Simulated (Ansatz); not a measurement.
RbBr built on the rocksalt prototype (r2SCAN geometry), in Ansatz:

```cif
data_structure
_symmetry_space_group_name_H-M 'P 1'
_symmetry_Int_Tables_number 1
_cell_length_a 4.8943
_cell_length_b 4.8943
_cell_length_c 4.8943
_cell_angle_alpha 60.000
_cell_angle_beta 60.000
_cell_angle_gamma 60.000
_cell_volume 82.90
loop_
_atom_site_label
_atom_site_type_symbol
_atom_site_fract_x
_atom_site_fract_y
_atom_site_fract_z
_atom_site_occupancy
Rb1 Rb 0.00000 0.00000 0.00000 1
Br1 Br 0.50000 0.50000 0.50000 1
```

G0W0@PBE with 454 empty bands, a screening cutoff of 180 eV and a 4×4×4 mesh (PAW, contour deformation) gives 6.846 eV over the mesh points, from a PBE gap of 4.291 eV; it sums over 462 bands with 459 plane waves in the screening and a wave cutoff of 420 eV. G0W0 here is at a finite number of bands, screening cutoff and k mesh, not at the basis limit. Calculated for a static, non-magnetic cell.

(1) Estimate the gap with starting point r2SCAN.

(2) Estimate the gap with mesh 6×6×6, empty bands 134, screening cutoff 80 eV.

(3) Another run gave a Kohn-Sham gap of 4.291 eV and a G0W0 gap of 6.898 eV, summing over 890 bands with 749 plane waves in the screening and a wave cutoff of 420 eV. What was changed?

Results:

(1) 7.151 eV (+0.305 eV), from a Kohn-Sham gap of 4.893 eV.

(2) 6.588 eV (-0.258 eV), from a Kohn-Sham gap of 4.291 eV.

(3) Empty bands 882, screening cutoff 260 eV. The counts of bands and plane waves show it.

The runs are scalar-relativistic, without spin-orbit coupling.
